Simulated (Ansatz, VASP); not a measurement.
Ti: VASP beside Ansatz

File INCAR:

```
  PREC = Accurate
  ENCUT = 520
  EDIFF = 1E-7
  ISMEAR = 0
  SIGMA = 0.15
  LREAL = False
  LASPH = True
  NELM = 80
  ALGO = Fast
  ISIF = 2
  LWAVE = False
  LCHARG = False
  GGA = PS
  NBANDS = 12
```

Contents of KPOINTS:

```
regular mesh
0
Gamma
  20 20 20
```

Contents of POSCAR:

```
Ti
1.0
    0.0000000000      2.0909000000      2.0300000000
    1.9691000000      0.0000000000      2.0300000000
    1.9691000000      2.0909000000      0.0000000000
Ti
1
Direct
    0.0000000000      0.0000000000      0.0000000000
```

Input for Ansatz:

```yaml
crystal:
  lattice:
    - [0.0, 2.0909, 2.03]
    - [1.9691, 0.0, 2.03]
    - [1.9691, 2.0909, 0.0]
  atoms:
    - { symbol: Ti, position: [0.0, 0.0, 0.0] }
basis:
  ecutwfc: 420
kpoints:
  mp_grid: { grid: [20, 20, 20] }
hamiltonian:
  xc: pbesol
scf:
  occupations: { method: gaussian, width: 0.15 }
output:
  forces: true
  stress: true
  eigenvalues: true
```

Change from the starting cell: strain -0.0300 x Voigt [1, -1, 0, 0, 0, 0], atoms carried along.

Alike in both runs: task single point; functional PBEsol; k mesh 20 × 20 × 20; occupations gaussian, width 0.15 eV; no spin polarisation.

|  | VASP | Ansatz |
| --- | --- | --- |
| version | VASP 6.6.1 | Ansatz 0.2.0 |
| potentials or method | VASP PAW PBE potentials, release 64 (Ti_sv) | scalar-relativistic, plane waves, PAW |
| plane-wave cutoff (eV) | 520 | 420 |
| valence electrons in the cell | 12 | 12 |

Ansatz gave:

```
gap on the k mesh at the Fermi level (eV)       : none
pressure (GPa)                                  : -0.2
largest component of the traceless stress (GPa) : 0.98
```

**Question.** Estimate VASP's values.

**Answer.** gap on the k mesh at the Fermi level (eV): none; pressure (GPa): -0.5; largest component of the traceless stress (GPa): 0.99.

A gap of «none» marks a metal or a gap that the smearing closes. The functional is the same, so the differences come from potentials, cutoffs and numerics.

Caveats: the PAW data sets were made with another functional, which shifts forces and pressure a little (VASP).
